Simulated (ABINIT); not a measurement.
## GaN (P6_3mc): G0W0 with ABINIT, start to end

Wanted: ground state, empty states, screening and self-energy for GaN (P6_3mc).

Calculated with ABINIT 10.8.3; PBE and many-body steps on it, plane waves.

Report form: the programs' logs are mostly left out.

The database entry behind the starting cell has ideal inner coordinates that were not refined, so it need not match the best structure at ambient conditions.

### Step 1. Set-up

The structure is hexagonal, space group P6_3mc (No. 186). The conventional cell has a = 3.190 Å, b = 3.190 Å, c = 5.189 Å, α = 90.00°, β = 90.00°, γ = 120.00°. Ga has 4 N at 1.95 Å nearest. Nearest to N lie 4 Ga at 1.95 Å. Farther neighbours and most contacts between anions are not listed.

The cell and positions come from the Crystallography Open Database and are kept as given unless a step says otherwise.

### Step 2. Ground state

This step: ABINIT 10.8.3; DFT, PBE, plane waves, norm-conserving pseudopotentials.

The ground-state density comes first.

run.abi reads:

```
acell 3*1.0 Angstrom
rprim 
  3.190000000016 -0.000000000004 0.000000000000
  -1.595000000005 2.762621038088 0.000000000000
  0.000000000000 0.000000000000 5.189000000000
ntypat 2
znucl 31 7
natom 4
typat 1 1 2 2
xred 
  0.666666666667 0.333333333333 0.000000000000
  0.333333333333 0.666666666667 0.500000000000
  0.666666666667 0.333333333333 0.375000000000
  0.333333333333 0.666666666667 0.875000000000
pp_dirpath "pseudos"
pseudos "Ga.upf, N.upf"
ecut 45
ngkpt 6 6 4
nshiftk 1
shiftk 0 0 0
kptopt 1
chksymbreak 0
nband 32
occopt 1
tolvrs 1e-10
nstep 60
prtwf 0
optforces 0
optstress 0
indata_prefix "in"
outdata_prefix "out"
tmpdata_prefix "tmp"
```

Run with:

```sh
$ OMP_NUM_THREADS=1 mpirun -n 4 abinit run.abi > log
```

The job ended after 42 s (4 MPI ranks of Arm Neoverse V1, shared host; peak memory 0.38 GiB; 2.8 min of CPU time).

Numbers from this step:

```yaml
total_energy: -14080.1837 eV
gap: 1.919 eV
k_of_the_valence_top: 0, 0, 0
k_of_the_conduction_bottom: 0, 0, 0
least_direct_gap: 1.919 eV
```

The gap is direct, at Γ.

### Step 3. Bands along the symmetry lines

Levels along a band path, at the cheap level, show where the edges lie and whether the meshes to come will hold them.

run.abi reads:

```
acell 3*1.0 Angstrom
rprim 
  3.190000000016 -0.000000000004 0.000000000000
  -1.595000000005 2.762621038088 0.000000000000
  0.000000000000 0.000000000000 5.189000000000
ntypat 2
znucl 31 7
natom 4
typat 1 1 2 2
xred 
  0.666666666667 0.333333333333 0.000000000000
  0.333333333333 0.666666666667 0.500000000000
  0.666666666667 0.333333333333 0.375000000000
  0.333333333333 0.666666666667 0.875000000000
pp_dirpath "pseudos"
pseudos "Ga.upf, N.upf"
ecut 45
iscf -2
irdden 1
kptopt 0
nkpt 75
kpt 
  0.00000000 0.00000000 0.00000000
  0.06250000 0.00000000 0.00000000
  0.12500000 0.00000000 0.00000000
  0.18750000 0.00000000 0.00000000
  0.25000000 0.00000000 0.00000000
  0.31250000 0.00000000 0.00000000
  0.37500000 0.00000000 0.00000000
  0.43750000 0.00000000 0.00000000
  0.50000000 0.00000000 0.00000000
  0.47916667 0.04166667 0.00000000
  0.45833333 0.08333333 0.00000000
  0.43750000 0.12500000 0.00000000
  0.41666666 0.16666666 0.00000000
  0.39583333 0.20833333 0.00000000
  0.37500000 0.25000000 0.00000000
  0.35416666 0.29166666 0.00000000
  0.33333333 0.33333333 0.00000000
  0.29166666 0.29166666 0.00000000
  0.25000000 0.25000000 0.00000000
  0.20833333 0.20833333 0.00000000
  0.16666666 0.16666666 0.00000000
  0.12500000 0.12500000 0.00000000
  0.08333333 0.08333333 0.00000000
  0.04166667 0.04166667 0.00000000
  0.00000000 0.00000000 0.00000000
  0.00000000 0.00000000 0.06250000
  0.00000000 0.00000000 0.12500000
  0.00000000 0.00000000 0.18750000
  0.00000000 0.00000000 0.25000000
  0.00000000 0.00000000 0.31250000
  0.00000000 0.00000000 0.37500000
  0.00000000 0.00000000 0.43750000
  0.00000000 0.00000000 0.50000000
  0.06250000 0.00000000 0.50000000
  0.12500000 0.00000000 0.50000000
  0.18750000 0.00000000 0.50000000
  0.25000000 0.00000000 0.50000000
  0.31250000 0.00000000 0.50000000
  0.37500000 0.00000000 0.50000000
  0.43750000 0.00000000 0.50000000
  0.50000000 0.00000000 0.50000000
  0.47916667 0.04166667 0.50000000
  0.45833333 0.08333333 0.50000000
  0.43750000 0.12500000 0.50000000
  0.41666666 0.16666666 0.50000000
  0.39583333 0.20833333 0.50000000
  0.37500000 0.25000000 0.50000000
  0.35416666 0.29166666 0.50000000
  0.33333333 0.33333333 0.50000000
  0.29166666 0.29166666 0.50000000
  0.25000000 0.25000000 0.50000000
  0.20833333 0.20833333 0.50000000
  0.16666666 0.16666666 0.50000000
  0.12500000 0.12500000 0.50000000
  0.08333333 0.08333333 0.50000000
  0.04166667 0.04166667 0.50000000
  0.00000000 0.00000000 0.50000000
  0.50000000 0.00000000 0.50000000
  0.50000000 0.00000000 0.43750000
  0.50000000 0.00000000 0.37500000
  0.50000000 0.00000000 0.31250000
  0.50000000 0.00000000 0.25000000
  0.50000000 0.00000000 0.18750000
  0.50000000 0.00000000 0.12500000
  0.50000000 0.00000000 0.06250000
  0.50000000 0.00000000 0.00000000
  0.33333333 0.33333333 0.50000000
  0.33333333 0.33333333 0.43750000
  0.33333333 0.33333333 0.37500000
  0.33333333 0.33333333 0.31250000
  0.33333333 0.33333333 0.25000000
  0.33333333 0.33333333 0.18750000
  0.33333333 0.33333333 0.12500000
  0.33333333 0.33333333 0.06250000
  0.33333333 0.33333333 0.00000000
istwfk *1
nband 33
nbdbuf 2
tolwfr 1e-08
nstep 40
prtwf 0
prtvol 0
indata_prefix "in"
outdata_prefix "out"
tmpdata_prefix "tmp"
```

Run time: 54 s. Hardware: 4 MPI ranks; peak memory 0.43 GiB; 3.6 min of CPU time.

This step gave:

```
gap                        : 1.919 eV
k of the valence top       : 0, 0, 0
k of the conduction bottom : 0, 0, 0
least direct gap           : 1.919 eV
```

The gap is 1.919 eV, as in the run before at this level.

Electronic bands along the path, in eV, zero at the top of the highest filled band:

```
    point  band 23  band 24  band 25  band 26  band 27  band 28  band 29  band 30
        Γ    -1.04    -0.06     0.00     0.00     1.92     4.27     9.18     9.92
  halfway    -2.86    -1.98    -0.74    -0.49     4.29     5.95     7.37     8.53
        M    -4.22    -2.73    -2.23    -0.98     5.08     5.57     6.06     8.58
  halfway    -4.23    -3.52    -2.38    -1.86     5.61     6.60     6.63     8.43
        K    -5.26    -3.00    -3.00    -2.68     5.16     7.79     7.79     8.40
  halfway    -3.66    -2.39    -1.01    -0.92     4.93     6.87     7.29     7.66
        Γ    -1.04    -0.06     0.00     0.00     1.92     4.27     9.18     9.92
  halfway    -0.90    -0.90    -0.16    -0.16     3.11     4.37     8.80     9.60
        A    -0.53    -0.53    -0.53    -0.53     4.25     4.25     8.50     8.50
  halfway    -2.07    -2.07    -1.28    -1.28     5.24     5.24     7.65     7.65
        L    -1.93    -1.93    -1.91    -1.91     4.42     4.42     7.80     7.80
  halfway    -3.18    -3.18    -1.60    -1.60     5.37     5.37     8.11     8.11
        H    -4.16    -4.16    -1.49    -1.49     6.44     6.44     7.31     7.31
  halfway    -2.11    -2.11    -1.80    -1.80     5.66     5.66     7.66     7.66
        A    -0.53    -0.53    -0.53    -0.53     4.25     4.25     8.50     8.50
jump to L    -1.93    -1.93    -1.91    -1.91     4.42     4.42     7.80     7.80
  halfway    -3.30    -2.51    -1.70    -1.28     4.32     5.11     7.56     7.84
        M    -4.22    -2.73    -2.23    -0.98     5.08     5.57     6.06     8.58
jump to H    -4.16    -4.16    -1.49    -1.49     6.44     6.44     7.31     7.31
  halfway    -4.96    -3.18    -2.20    -2.20     5.90     7.19     7.19     8.18
        K    -5.26    -3.00    -3.00    -2.68     5.16     7.79     7.79     8.40
```

### Step 4. Empty states on the mesh, 6×6×4 mesh, 137 bands

The sums over transitions need many empty states on a uniform mesh; this step solves for them.

run.abi reads:

```
acell 3*1.0 Angstrom
rprim 
  3.190000000016 -0.000000000004 0.000000000000
  -1.595000000005 2.762621038088 0.000000000000
  0.000000000000 0.000000000000 5.189000000000
ntypat 2
znucl 31 7
natom 4
typat 1 1 2 2
xred 
  0.666666666667 0.333333333333 0.000000000000
  0.333333333333 0.666666666667 0.500000000000
  0.666666666667 0.333333333333 0.375000000000
  0.333333333333 0.666666666667 0.875000000000
pp_dirpath "pseudos"
pseudos "Ga.upf, N.upf"
ecut 45
ngkpt 6 6 4
nshiftk 1
shiftk 0 0 0
kptopt 1
chksymbreak 0
irdden 1
istwfk *1
nband 137
prtvol 0
optdriver 6
gwr_task "HDIAGO"
paral_kgb 0
occopt 1
indata_prefix "in"
outdata_prefix "out"
tmpdata_prefix "tmp"
```

Elapsed: 5.8 min, on 4 MPI ranks; peak memory 4.5 GiB.

Numbers from this step:

| Item | Value |
| --- | --- |
| gap | 1.919 eV |
| k of the valence top | 0, 0, 0 |
| k of the conduction bottom | 0, 0, 0 |
| least direct gap | 1.919 eV |
| k points computed | 21 |
| lowest point of the top converged band, above the valence top | 84.5975 eV |

On this mesh the gap is 1.919 eV.

### Step 5. Screening, 6×6×4 mesh, 129 bands, screening to 163.3 eV

The RPA dielectric matrix is built and inverted for each q.

This step: RPA screening on PBE, plane waves, norm-conserving pseudopotentials.

run.abi: that of step 4 with these lines changed.

```diff
@@ -22,10 +22,11 @@
 chksymbreak 0
-irdden 1
 istwfk *1
-nband 137
-prtvol 0
-optdriver 6
-gwr_task "HDIAGO"
-paral_kgb 0
 occopt 1
+irdwfk 1
+optdriver 3
+nband 129
+ecuteps 6
+inclvkb 2
+awtr 1
+symchi 1
 indata_prefix "in"
```

Elapsed: 11 min, on 4 MPI ranks; peak memory 3 GiB.

This step gave:

```yaml
eps_infinity_with_local_fields_on_this_mesh_along_the_program_s_q_direction: 5.863
the_same_without_local_fields: 6.301
plasma_frequency: 39.60 eV
plane_waves_in_the_screening_matrix: 233
```

Local fields lower ε∞ by 7 %.

### Step 6. Self-energy, 6×6×4 mesh, 129 bands, screening to 163.3 eV

The self-energy is evaluated for the states that the input lists, and the levels follow from it, in one-shot runs by the linearised quasiparticle equation.

This step: G0W0 on PBE, plane waves, norm-conserving pseudopotentials.

run.abi: that of step 5 with these lines changed.

```diff
@@ -25,8 +25,15 @@
 irdwfk 1
-optdriver 3
+optdriver 4
 nband 129
+gwcalctyp 0
+ecutsigx 45
+symsigma 1
+nkptgw 1
+kptgw 
+  0.0000000000 0.0000000000 0.0000000000
+bdgw 
+  25 28
 ecuteps 6
-inclvkb 2
-awtr 1
-symchi 1
+irdscr 1
+ppmodel 1
 indata_prefix "in"
```

Elapsed: 12 s, on 4 MPI ranks; peak memory 1.8 GiB.

Numbers from this step:

```
G0W0 gap on the points computed              : 2.765 eV
starting gap on the mesh                     : 1.919 eV
k of the valence top                         : 0, 0, 0
k of the conduction bottom                   : 0, 0, 0
Z at the valence top                         : 0.798
Z at the conduction bottom                   : 0.825
least direct G0W0 gap on the computed points : 2.765 eV
```

The gap on the mesh goes from 1.92 eV to 2.76 eV, a correction of +0.85 eV.

Limits: finite bands, cutoff and mesh; no spin-orbit coupling. v1 is the top filled band, c1 the lowest empty one. The levels before and after the correction (eV, zero at the valence-band top of each column):

```
           conduction bottom  valence top
Kohn-Sham               1.92         0.00
     G0W0               2.77         0.00
```

```
             level  energy (eV)
Kohn-Sham  Γ v2-v1        0.000
Kohn-Sham     Γ c1        1.919
Kohn-Sham     Γ c2        4.269
     G0W0  Γ v2-v1        0.000
     G0W0     Γ c1        2.765
     G0W0     Γ c2        5.269
```

### Step 7. Where the time went

Times are wall times on 4 MPI ranks of Arm Neoverse V1, shared host, good to a factor of about two.

```
                          step     time  share  memory (GiB)
                  ground state     42 s    4 %          0.38
bands along the symmetry lines     54 s    5 %          0.43
      empty states on the mesh  5.8 min   32 %           4.5
                     screening   11 min   58 %           3.0
                   self-energy     12 s    1 %           1.8
```

### Step 8. What came out

| Item | Value |
| --- | --- |
| PBE gap | 1.92 eV, direct |
| G0W0 gap on the mesh | 2.76 eV |
| GW settings | 6×6×4 mesh, 129 bands, screening to 163.3 eV, Godby-Needs plasmon pole |
| known limits | not at the basis limit; no spin-orbit coupling |

**Reading.** G0W0 moves the gap on the mesh from 1.92 eV to 2.76 eV (+0.85 eV), with Z of 0.80 and 0.82 at the edges. Local fields lower the RPA ε∞ on this mesh from 6.30 to 5.86. Only 1 of the mesh's irreducible points was corrected, so a valley elsewhere could overtake. The dearest step here is «screening». Bands and cutoff are finite, so the gap is not at the basis limit. The miss can reach some tenths of an eV and take either sign; the mesh is an error of its own. In the G0W0 run levels were corrected at 1 k point alone, so a gap called «on the mesh» is the least over those, and an edge elsewhere would be missed. The many-body steps are scalar-relativistic: spin-orbit coupling is not in them.

[Paths, hosts, dates, memory and timing lines, banners, echoed tables and standing remarks are left out of the program output.]

[Logs are printed without paths, hosts, clocks, repeated set-up lines and the standing remarks that a program may print on its own settings, such as how far it seeks lower states.]

[Runs of the session that timed out or met a known fault of the program may be left out.]

[Hosts, paths, dates, database ids (printed as entryN), source tags and the programs' standing remarks are cut or masked in the printed files.]

[G0W0 gaps are taken among the corrected bands and points alone; a level outside them can change the order at an edge.]

[Where Ansatz stands beside ABINIT at settings called matched, ABINIT's density can come from a denser mesh and the files from another edition; pairs whose starting gaps differed by over 0.03 eV were left out, so agreement reads better than it is.]
